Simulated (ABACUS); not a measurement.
## Rb: single point with PBE

Crystal: Rb.

```
Rb
1.0
    -2.80250    2.80250    2.80250
     2.80250   -2.80250    2.80250
     2.80250    2.80250   -2.80250
Rb
1
Direct
  0.00000 0.00000 0.00000
```

| Item | Value |
| --- | --- |
| Program | ABACUS 3.10.1 |
| Task | single point |
| Functional | PBE |
| Potentials or basis | PseudoDojo NC SR 0.4.1 PBE standard |
| Cutoff | 1361 eV |
| Density cutoff | 5442 eV |
| Basis | DZP LCAO (the cutoffs set its grid) |
| k mesh | 7 × 7 × 7 |
| Occupations | fermi-dirac, width 0.05 eV |
| Spin | no spin polarisation |
| Orbital files | Rb Rb_confined-atom_10au_3s2p1d.orb |
| Radial cutoff of the potentials (pseudo_rcut) | 10 bohr |
| SCF threshold on the density | 1e-07 |
| Max SCF steps | 100 |
| Eigensolver | genelpa |
| Mixing | broyden |
| Mixing share | 0.7 |
| Symmetry key | 1 |
| Bands | 9 |

```json
{"Pressure": "-0.2 GPa", "Band gap on the k mesh": "none (metal or under the smearing width)"}
```

Levels at points of the mesh, in eV from the Fermi level:
```csv
k point,band 1,band 2,band 3,band 4,band 5,band 6,band 7,band 8,band 9
"(0.00, 0.00, 0.00)",-29.06,-13.09,-13.09,-13.09,-2.17,4.66,4.66,4.66,5.67
```

Wall time 3.1 s on 4 MPI ranks on AMD EPYC 7B13 (Zen 3), on a shared host, peak memory 0.4 GiB a rank.

Caveat: the atomic orbitals were generated for these runs and aren't a published set; the basis of atomic orbitals isn't converged, which shifts pressures, moduli and gaps.
